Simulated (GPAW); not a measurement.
Consider GaAs (zinc-blende (GaAs)1-x(AlAs)x, x = 0, F-43m).

```xyz
16
Lattice="0.0000 5.6530 5.6530 5.6530 0.0000 5.6530 5.6530 5.6530 0.0000" Properties=species:S:1:pos:R:3 pbc="T T T"
Ga    0.0000    0.0000    0.0000
As    1.4132    1.4132    1.4132
Ga    2.8265    2.8265    0.0000
As    4.2397    4.2397    1.4132
Ga    2.8265    0.0000    2.8265
As    4.2397    1.4132    4.2397
Ga    5.6530    8.4795    8.4795
As    7.0662    4.2397    4.2397
Ga    0.0000    2.8265    2.8265
As    1.4132    4.2397    4.2397
Ga    8.4795    5.6530    8.4795
As    4.2397    7.0662    4.2397
Ga    2.8265    2.8265    5.6530
As    4.2397    4.2397    7.0662
Ga    5.6530    5.6530    5.6530
As    7.0662    7.0662    7.0662
```

Absorber: atom 2, with 4 Ga at 2.45 Å (tetrahedral). Method: GPAW, LDA, excited-electron core hole (neutral cell), 16-atom cell with 8.0 Å between holes, 4×4×4 k points, dipole transitions, Gaussian full width 2.14 eV up to 4 eV, rising linearly to 3.5 eV at 25 eV.

What does the As K edge look like?

Main maxima up to 27 eV above the zero (height): 4.6 eV (1.53), 7.6 eV (1.31), 13.2 eV (0.83), 18.6 eV (0.90) and 25.8 eV (1.04). A K edge sees empty p states on the absorber. 

The As K spectrum (energy from the bottom of the conduction band, which holds the excited electron; intensity scaled to a mean of 1 over the first 20 eV):

```tsv
E (eV)	intensity
-2.0	0.00
-1.5	0.01
-1.0	0.02
-0.5	0.07
0.0	0.18
0.5	0.40
1.0	0.69
1.5	0.99
2.0	1.18
2.5	1.23
3.0	1.24
3.5	1.30
4.0	1.42
4.5	1.52
5.0	1.50
5.5	1.39
6.0	1.28
6.5	1.26
7.0	1.29
7.5	1.31
8.0	1.29
8.5	1.24
9.0	1.18
9.5	1.10
10.0	1.01
10.5	0.91
11.0	0.83
11.5	0.80
12.0	0.80
12.5	0.81
13.0	0.83
13.5	0.83
14.0	0.81
14.5	0.78
15.0	0.75
15.5	0.72
16.0	0.71
16.5	0.73
17.0	0.78
17.5	0.83
18.0	0.88
18.5	0.90
19.0	0.90
19.5	0.88
20.0	0.86
20.5	0.86
21.0	0.87
21.5	0.88
22.0	0.89
22.5	0.88
23.0	0.87
23.5	0.87
24.0	0.90
24.5	0.94
25.0	0.99
25.5	1.03
26.0	1.03
26.5	1.00
27.0	0.92
27.5	0.83
```

The script folds with a Gaussian, whereas the core hole's own line is a Lorentzian, so the onset is too steep and the first peak too high.

[Banner, clock and machine lines of the logs are left out without a mark of their own.]

[Logs are printed without paths, hosts, clocks, repeated set-up lines and the standing remarks that a program may print on its own settings, such as how far it seeks lower states.]

[Hosts, paths, dates, database ids (printed as entryN), source tags and the programs' standing remarks are cut or masked in the printed files.]

[Lists of maxima count a maximum above −3 eV only where it reaches 4 % of the highest in the window and stands out from its surroundings by 2 % of it (1.5 % where it reaches 55 %); shoulders and weaker maxima are passed over, and of the rest the first, up to two pre-edge ones and the few strongest are named.]
